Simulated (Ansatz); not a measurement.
# Varying the input for TePb

The reference input for Ansatz (plane-wave DFT with PAW):

```yaml
crystal:
  lattice:
    - [0.0, 3.2708968051, 3.2708968051]
    - [3.2708968051, 0.0, 3.2708968051]
    - [3.2708968051, 3.2708968051, 0.0]
  atoms:
    - { symbol: Te, position: [0.0, 0.0, 0.0] }
    - { symbol: Pb, position: [0.5, 0.5, 0.5] }
basis:
  ecutwfc: 420
kpoints:
  mp_grid: { grid: [4, 4, 4] }
hamiltonian:
  xc: pbe
scf:
  occupations: { method: gaussian, width: 0.1 }
output:
  forces: true
  stress: true
  eigenvalues: true
```

Command:

```bash
ansatz run input.yaml --threads 1 --pin off --max-ram 1331MiB --backend cpu --events-out ev --progress --plain --runs-dir out
```

The run converges in 6 SCF iterations on 8 irreducible k-points: pressure 0.50 GPa, gap on the sampled k-points 0.80 eV.

These settings were drawn at random to show what each does; none of the numbers is a converged property of the crystal. Each trial's input is given as a difference from the reference's; energies are extrapolated to zero smearing where there is one, and pressure is positive in compression. Charged cells sit in a uniform background, and their pressures hang on that convention.

Trial 1 (one atom moved):

```diff
 crystal:
   atoms:
-    - { symbol: Pb, position: [0.5, 0.5, 0.5] }
+    - { symbol: Pb, position: [0.4923568362, 0.5076431638, 0.5076431638] }
 scf:
+  convergence: { dr2_threshold: "1e-8 eV" }
```

The run converges in 7 SCF iterations on 13 irreducible k-points: energy 0.27 meV per atom below the reference, pressure 0.52 GPa, largest force 0.021 eV/Å, gap on the sampled k-points 0.82 eV. It warns that the SCF threshold is loose for the stress.

Trial 2:

```diff
+total_charge: -2
 kpoints:
-  mp_grid: { grid: [4, 4, 4] }
+  mp_grid: { grid: [1, 2, 2], shift: [0.5, 0.5, 0] }
 hamiltonian:
-  xc: pbe
+  xc: blyp
```

The run converges in 10 SCF iterations on 1 irreducible k-point: pressure 6.03 GPa (with the neutralising background of the charged cell). It warns that the mesh lowers the symmetry.

Trial 3:

```diff
 basis:
-  ecutwfc: 420
+  ecutwfc: "15 Ha"
 kpoints:
-  mp_grid: { grid: [4, 4, 4] }
+  mp_grid: { kspacing: 0.47 }
 hamiltonian:
+  dispersion: d3bj
 scf:
-  occupations: { method: gaussian, width: 0.1 }
+  occupations: { method: fixed }
+  n_extra_bands: 5
```

The run converges in 6 SCF iterations on 8 irreducible k-points: pressure -1.26 GPa, gap on the sampled k-points 0.80 eV. It warns that the cutoff lies under the recommended one, 420 eV for these potentials.

Trial 4:

```diff
+total_charge: 0.1
 basis:
-  ecutwfc: 420
+  ecutwfc: "23 Ha"
```

The run converges in 6 SCF iterations on 8 irreducible k-points: pressure 0.04 GPa (with the neutralising background of the charged cell), no gap.

Trial 5:

```diff
 basis:
-  ecutwfc: 420
+  ecutwfc: 240
 hamiltonian:
+  dispersion: d3bjatm
+magnetization:
+  spin_polarized: true
+  initial_magnetization: 0.0
+  spin_locking: { lock_magnetization: hard }
```

The run converges in 7 SCF iterations on 8 irreducible k-points: pressure -1.14 GPa (unreliable at so low a cutoff), gap on the sampled k-points 0.84 eV, cell moment 0.00 μB. It warns that the cutoff lies under the recommended one, 420 eV for these potentials; that no starting moments were given; that the SCF threshold is loose for the stress.

Trial 6 (volume scaled):

```diff
 crystal:
   lattice:
-    - [0.0, 3.2708968051, 3.2708968051]
-    - [3.2708968051, 0.0, 3.2708968051]
-    - [3.2708968051, 3.2708968051, 0.0]
+    - [0.0, 3.1189365642, 3.1189365642]
+    - [3.1189365642, 0.0, 3.1189365642]
+    - [3.1189365642, 3.1189365642, 0.0]
   atoms:
-    - { symbol: Te, position: [0.0, 0.0, 0.0] }
+    - { symbol: Te, position: [0.0, 0.0, 0.0], spin: 4.0 }
 kpoints:
-  mp_grid: { grid: [4, 4, 4] }
+  mp_grid: { grid: [4, 4, 1] }
 scf:
-  occupations: { method: gaussian, width: 0.1 }
+  occupations: { method: tetrahedron }
+  lower_state_search: "off"
+  max_iter: 80
+  convergence: { dr2_threshold: "1e-11 eV" }
 output:
+  populations: true
+magnetization:
+  spin_polarized: true
+  magnetic_field: 1
```

The run converges in 15 SCF iterations on 7 irreducible k-points: pressure 17.24 GPa, gap on the sampled k-points 0.45 eV, cell moment 0.00 μB (in the typed magnetic field). It warns that the printed bands weren't solved further after the SCF; that the starting moments were lost; that the state wasn't tested for a lower one; that the mesh lowers the symmetry; that forces and stress under tetrahedra may miss the energy's slope.

Trial 7:

```diff
 crystal:
   atoms:
-    - { symbol: Te, position: [0.0, 0.0, 0.0] }
+    - { symbol: Te, position: [0.0, 0.0, 0.0], spin: 24.0 }
 basis:
+  xc_grid: 2
 hamiltonian:
-  xc: pbe
+  xc: revpbe
 scf:
+  lower_state_search: "off"
+  max_iter: 64
 output:
+  populations: true
+magnetization:
+  spin_polarized: true
```

The run converges in 17 SCF iterations on 8 irreducible k-points: pressure 1.56 GPa, gap on the sampled k-points 0.85 eV, cell moment 0.00 μB. It warns that the starting moments were lost.

Trial 8 (origin moved):

```diff
 crystal:
   atoms:
-    - { symbol: Te, position: [0.0, 0.0, 0.0] }
-    - { symbol: Pb, position: [0.5, 0.5, 0.5] }
+    - { symbol: Te, position: [0.101, 0.897, 0.087] }
+    - { symbol: Pb, position: [0.601, 1.397, 0.587] }
 basis:
-  ecutwfc: 420
+  ecutwfc: 670
```

The run converges in 6 SCF iterations on 8 irreducible k-points: energy 0.84 meV per atom below the reference, pressure 0.50 GPa, gap on the sampled k-points 0.80 eV.